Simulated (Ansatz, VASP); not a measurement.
# Two plane-wave programs on Tl

INCAR

```
PREC     = Accurate       # precision mode
ENCUT    = 520            # plane-wave cutoff, eV
EDIFF    = 1E-6           # SCF threshold, eV
ISMEAR   = 0              # smearing method
SIGMA    = 0.15           # smearing width, eV
LREAL    = False          # projectors in reciprocal space
LASPH    = True           # aspherical terms in the spheres
NELM     = 80             # most SCF steps
ALGO     = Fast           # electronic algorithm
ISIF     = 2              # what is computed and relaxed
LWAVE    = False          # write WAVECAR
LCHARG   = False          # write CHGCAR
GGA      = PS             # functional
NBANDS   = 12             # bands
```

Contents of KPOINTS:

```
regular mesh
0
Gamma
  20 20 20
```

File POSCAR:

```
Tl
1.0
   -1.7293214654      1.7293214654      2.4452605520
    1.7293214654     -1.7293214654      2.4452605520
    1.7293214654      1.7293214654     -2.4452605520
Tl
1
Direct
    0.0000000000      0.0000000000      0.0000000000
```

Input for Ansatz:

```yaml
crystal:
  lattice:
    - [-1.7293214654, 1.7293214654, 2.445260552]
    - [1.7293214654, -1.7293214654, 2.445260552]
    - [1.7293214654, 1.7293214654, -2.445260552]
  atoms:
    - { symbol: Tl, position: [0.0, 0.0, 0.0] }
basis:
  ecutwfc: 420
kpoints:
  mp_grid: { grid: [20, 20, 20] }
hamiltonian:
  xc: pbesol
scf:
  occupations: { method: gaussian, width: 0.15 }
output:
  forces: true
  stress: true
  eigenvalues: true
```

Alike in both runs: task single point; functional PBEsol; k mesh 20 × 20 × 20; occupations gaussian, width 0.15 eV; no spin polarisation.

|  | VASP | Ansatz |
| --- | --- | --- |
| version | VASP 6.6.1 | Ansatz 0.2.0 |
| potentials or method | VASP PAW PBE potentials, release 64 (Tl_d) | scalar-relativistic, plane waves, PAW |
| plane-wave cutoff (eV) | 520 | 420 |
| valence electrons in the cell | 13 | 13 |

|  | VASP | Ansatz | Ansatz less VASP |
| --- | --- | --- | --- |
| gap on the k mesh at the Fermi level (eV) | none | none | - |
| pressure (GPa) | -1.1 | -1.1 | +0.05 |

A gap of «none» marks a metal or a gap that the smearing closes.

Caveats: the PAW data sets were made with another functional, which shifts forces and pressure a little (VASP). Spin-orbit coupling is left out, which matters for the levels of Tl.
